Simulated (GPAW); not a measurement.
Crystal: C.

```
C
1.0
     0.00000    1.78337    1.78337
     1.78337    0.00000    1.78337
     1.78337    1.78337    0.00000
C
2
Cartesian
  2.6751 2.6751 2.6751
  1.7834 1.7834 1.7834
```

This isn't the form of C at room conditions, which is graphite.

Base run:

* Program: GPAW 26.7.0
* Functional: LDA
* Potentials or basis: the program's PAW data sets (release 1.2.1) made for this functional
* Cutoff: 600 eV
* Basis: pw
* k mesh: 10 × 10 × 10
* Occupations: fermi-dirac, width 0.05 eV
* Spin: no spin polarisation

Its results: band gap on the k mesh 4.14 eV, indirect (least direct gap 5.55 eV); pressure -12.7 GPa.

Q: After a change of settings the same cell gave: band gap on the k mesh 4.22 eV, indirect (least direct gap 5.60 eV); pressure 0.6 GPa. Which change was it?
A. functional from LDA to PBEsol; potentials or basis from the program's PAW data sets (release 1.2.1) made for this functional to PAW data sets generated in the run's folder for this functional; cutoff from 600 eV to 800 eV
B. functional from LDA to WC; potentials or basis from the program's PAW data sets (release 1.2.1) made for this functional to PAW data sets generated in the run's folder for this functional; cutoff from 600 eV to 800 eV
C. functional from LDA to PBE; potentials or basis from the program's PAW data sets (release 1.2.1) made for this functional to SG15 ONCV 1.2; cutoff from 600 eV to 1100 eV
D. functional from LDA to AM05; potentials or basis from the program's PAW data sets (release 1.2.1) made for this functional to PAW data sets generated in the run's folder for this functional; cutoff from 600 eV to 800 eV

A: C.

Caveats: the cutoff is short for stress and forces, so pressures can be off by a GPa or more (some runs).

Not every run made on this cell is shown here.
